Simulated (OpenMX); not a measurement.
Here is an OpenMX 3.8.5 calculation.

The input Sr.dat:

```
System.CurrrentDirectory             ./
System.Name                          Sr
DATA.PATH                            ./DFT_DATA13
level.of.stdout                      1
level.of.fileout                     0
Species.Number                       1
<Definition.of.Atomic.Species
  Sr  Sr10.0-s3p2d2          Sr_PBE13
Definition.of.Atomic.Species>

Atoms.Number                         1
Atoms.SpeciesAndCoordinates.Unit     FRAC
<Atoms.SpeciesAndCoordinates
    1  Sr    0.0000000000    0.0000000000    0.0000000000   5.000  5.000
Atoms.SpeciesAndCoordinates>

Atoms.UnitVectors.Unit               Ang
<Atoms.UnitVectors
     0.0000000000    3.0423500000    3.0423500000
     3.0423500000    0.0000000000    3.0423500000
     3.0423500000    3.0423500000    0.0000000000
Atoms.UnitVectors>

scf.XcType                           GGA-PBE
scf.SpinPolarization                 off
scf.ElectronicTemperature            580.226
scf.energycutoff                     260.0
scf.maxIter                          100
scf.EigenvalueSolver                 band
scf.Kgrid                            9 9 9
scf.Mixing.Type                      rmm-diisk
scf.Init.Mixing.Weight               0.05
scf.Min.Mixing.Weight                0.001
scf.Max.Mixing.Weight                0.3
scf.Mixing.History                   25
scf.Mixing.StartPulay                8
scf.criterion                        1.0e-8
scf.stress.tensor                    on
MD.Type                              nomd
```

Potentials or basis: OpenMX 2013 PBE set, Sr10.0-s3p2d2, grid cutoff 260 Ry.

Launch:

```sh
$ openmx Sr.dat -nt 1 > Sr.std
```

Task: Estimate the pressure.

Result: -0.2 GPa.

Caveat: the basis of atomic orbitals isn't converged, which shifts pressures, moduli and gaps.
